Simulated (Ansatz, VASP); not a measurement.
**Two plane-wave programs on Na**

File POSCAR:

```
Na
1.0
    2.8410634178     -4.8150756238      0.0000000000
    2.8410634178      4.8150756238      0.0000000000
    0.0000000000      0.0000000000      5.6896850330
Na
4
Direct
    0.1525000000      0.8475000000      0.0785000000
    0.6525000000      0.3475000000      0.4215000000
    0.8475000000      0.1525000000      0.9215000000
    0.3475000000      0.6525000000      0.5785000000
```

The input INCAR.step1:

```
ALGO = Normal
EDIFF = 1E-4
ENCUT = 520
GGA = PE
ISMEAR = 0
LASPH = T
LCHARG = F
LREAL = F
LWAVE = T
NBANDS = 22
NELM = 60
PREC = Accurate
SIGMA = 0.1
```

File INCAR.step2:

```
ALGO = Normal
EDIFF = 1E-7
ENCUT = 520
ISIF = 2
ISMEAR = 0
ISTART = 1
LASPH = T
LCHARG = F
LMIXTAU = T
LREAL = F
LWAVE = F
METAGGA = R2SCAN
NBANDS = 22
NELM = 60
PREC = Accurate
SIGMA = 0.1
```

KPOINTS

```
k-points
0
Gamma
  4 4 4
```

Input for Ansatz:

```yaml
crystal:
  lattice:
    - [2.8410634178, -4.8150756238, 0.0]
    - [2.8410634178, 4.8150756238, 0.0]
    - [0.0, 0.0, 5.689685033]
  atoms:
    - { symbol: Na, position: [0.1525, 0.8475, 0.0785] }
    - { symbol: Na, position: [0.6525, 0.3475, 0.4215] }
    - { symbol: Na, position: [0.8475, 0.1525, 0.9215] }
    - { symbol: Na, position: [0.3475, 0.6525, 0.5785] }
basis:
  ecutwfc: 500
kpoints:
  mp_grid: { grid: [4, 4, 4] }
hamiltonian:
  xc: r2scan
scf:
  occupations: { method: gaussian, width: 0.1 }
  lower_state_search: "off"
output:
  forces: true
  stress: true
  eigenvalues: true
```

Alike in both runs: task single point; functional r2SCAN; k mesh 4 × 4 × 4; occupations gaussian, width 0.1 eV; no spin polarisation.

|  | VASP | Ansatz |
| --- | --- | --- |
| version | VASP 6.6.1 | Ansatz 0.2.0 |
| potentials or method | VASP PAW PBE potentials, release 64 (Na_pv) | scalar-relativistic, plane waves, PAW |
| plane-wave cutoff (eV) | 520 | 500 |
| valence electrons in the cell | 28 | 36 |

Ansatz gave:

```
gap on the k mesh at the Fermi level (eV)       : none
pressure (GPa)                                  : 0.8
largest component of the traceless stress (GPa) : 0.21
rms of the force components (eV/Å)              : 0.017
```

What did VASP give for the same quantities?

gap on the k mesh at the Fermi level (eV): none; pressure (GPa): 0.8; largest component of the traceless stress (GPa): 0.19; rms of the force components (eV/Å): 0.031.

Atom by atom the forces differ by 0.014 eV/Å (rms over components). A gap of «none» marks a metal or a gap that the smearing closes. The functional is the same, so the differences come from potentials, cutoffs and numerics. The two sets of potentials don't hold the same shells in valence.

Caveats: the PAW data sets were made with another functional, which shifts forces and pressure a little (VASP).
